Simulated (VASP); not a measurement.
## HfN: relaxation of cell and atoms with PBE

The system is HfN.

```
Hf N
1.0
     3.13391    0.00000    0.00000
    -1.56695    2.71404    0.00000
     0.00000    0.00000    5.41677
Hf N
2 2
Cartesian
  1.5811 0.9067 4.0580
  0.0142 1.8114 1.3497
  0.0142 0.0020 5.4122
  1.5245 2.7080 2.7220
```

The cell comes from a database or a generator and needn't be the stable form of this composition.

The cell isn't the ideal one: atom 4 moved 0.06 Å.

```yaml
Program: VASP 6.6.1
Task: relaxation of cell and atoms
Functional: PBE
Potentials_or_basis: VASP PAW PBE potentials, release 64 (Hf_pv, N)
Cutoff: 600 eV
k_mesh: 10 × 10 × 5
Occupations: gaussian, width 0.05 eV
Spin: no spin polarisation
Further_INCAR_settings: ALGO = Normal; EDIFF = 1e-06; IBRION = 2; EDIFFG = -0.02; NSW = 40; ISIF = 3
```

| Item | Value |
| --- | --- |
| Relaxed volume | 11.68 Å³/atom |
| Relaxed cell | a = 3.150 Å, b = 3.150 Å, c = 5.437 Å, α = 89.99°, β = 90.00°, γ = 119.99° |
| Space group after relaxing (to 0.05 Å) | P6_3/mmc (No. 194) |
| Energy gained by relaxing | 6.9 meV/atom |
| Ionic steps | 7 |
| Pressure after relaxing | -0.2 GPa |
| Largest force after relaxing | 0.016 eV/Å |
| Band gap on the k mesh | none (metal or under the smearing width) |

Forces on the atoms (eV/Å):
```
Hf   0.014 -0.001 -0.005
Hf   0.011  0.005 -0.002
N   -0.015 -0.002  0.002
N   -0.009 -0.001  0.005
```

Stress tensor (GPa, compression positive):
```
-0.14 -0.03  0.00
-0.03 -0.15 -0.03
 0.00 -0.03 -0.23
```

Step by step:
```
step  energy change (eV)  largest force (eV/Å)  pressure (GPa)  volume (Å³)
   1              0.0000                0.6996            3.88        46.07
   2              0.0007                0.1414           -6.66        47.96
   3             -0.0188                0.3947           -1.58        46.99
   4             -0.0273                0.0895            0.02        46.69
   5             -0.0273                0.0894            0.14        46.67
   6             -0.0278                0.0322           -0.13        46.71
   7             -0.0278                0.0157           -0.17        46.72
```

Final structure:
```yaml
crystal:
  lattice:
    - [3.14996, 0.00022, 0.00006]
    - [-1.57479, 2.72782, 0.00039]
    - [0.00010, 0.00084, 5.43744]
  atoms:
    - { symbol: Hf, position: [0.66645, 0.33344, 0.75005] }
    - { symbol: Hf, position: [0.33307, 0.66649, 0.25002] }
    - { symbol: N, position: [0.00035, 0.00006, 0.99998] }
    - { symbol: N, position: [0.00013, 0.00002, 0.49995] }
```

Levels at points of the mesh, in eV from the Fermi level:
| k point | band 12 | band 13 | band 14 | band 15 | band 16 | band 17 | band 18 | band 19 |
| --- | --- | --- | --- | --- | --- | --- | --- | --- |
| (0.00, 0.00, 0.00) | -3.64 | -3.64 | -1.81 | -0.64 | 0.66 | 0.66 | 0.87 | 1.76 |
| (0.50, 0.00, 0.00) | -5.49 | -3.34 | -2.83 | -2.49 | 2.32 | 2.61 | 4.28 | 4.51 |
| (0.00, 0.50, 0.00) | -5.49 | -3.34 | -2.83 | -2.49 | 2.32 | 2.61 | 4.28 | 4.51 |
| (0.50, 0.50, 0.00) | -5.49 | -3.34 | -2.83 | -2.49 | 2.33 | 2.61 | 4.28 | 4.51 |

Run time: 8.2 min on 1 thread of Intel(R) Xeon(R) Platinum 8559C (Emerald Rapids), on a shared host, peak memory 0.38 GiB.

The run has no spin-orbit coupling, so splittings on Hf are missing.
